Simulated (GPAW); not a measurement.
Runs of GPAW 26.7.0 on Sb. It takes space group Pm-3m (No. 221, cubic). Conventional cell: a = 3.160 Å, b = 3.160 Å, c = 3.160 Å, α = 90.00°, β = 90.00°, γ = 90.00°. Sb (site symmetry m-3m) is surrounded by 6 Sb at 3.16 Å. This isn't the form of Sb at room conditions, which is rhombohedral.

| task | level | potentials or basis | cell | k mesh | cutoff (eV) | smearing | maxiter | convergence | supercell | supercell k mesh | displacement | gap on the mesh (eV) | pressure (GPa) |
| --- | --- | --- | --- | --- | --- | --- | --- | --- | --- | --- | --- | --- | --- |
| single point | PBEsol | PAW data sets generated in the run's folder for this functional, pw | as given | 7 × 7 × 7 | 450 | fermi-dirac 0.05 eV | 80 | - | - | - | - | none | -6.6 |
| phonons | SCAN+D4 | GPAW PAW data sets (gpaw-data 1.2.1), pw | relaxed | 6 × 6 × 6 | 510 | fermi-dirac 0.05 eV | 150 | density=1e-06 eigenstates=1e-09 | 2 × 2 × 2 | 3 × 3 × 3 | 0.02 | none | 0.0 |
| single point | LDA | the program's PAW data sets (release 1.2.1) made for this functional, pw | as given | 8 × 8 × 8 | 600 | gaussian 0.1 eV | 150 | - | - | - | - | none | -6.0 |
| Fermi surface | PBEsol | PAW data sets generated in the run's folder for this functional, pw | as given | 8 × 8 × 8 | 600 | fermi-dirac 0.05 eV | 150 | - | - | - | - | none | (a) |

Alike in all rows: no spin polarisation.

Question: Estimate the missing entries.

Answer: (a) -4.9.

Caveats: the cutoff is short for stress and forces, so pressures can be off by a GPa or more (some runs); some modes are imaginary (some runs); phonon bands are interpolated from a small supercell (some runs); the PAW data sets were made with another functional, which shifts forces and pressure a little (some runs); pairwise dispersion overbinds metals, which lowers pressure and volume (some runs).

A k mesh can miss the band edges, and the runs leave out spin-orbit coupling on Sb.

A gap of «none» marks a metal or a gap under the smearing width.

Not every run made on this cell is shown here.
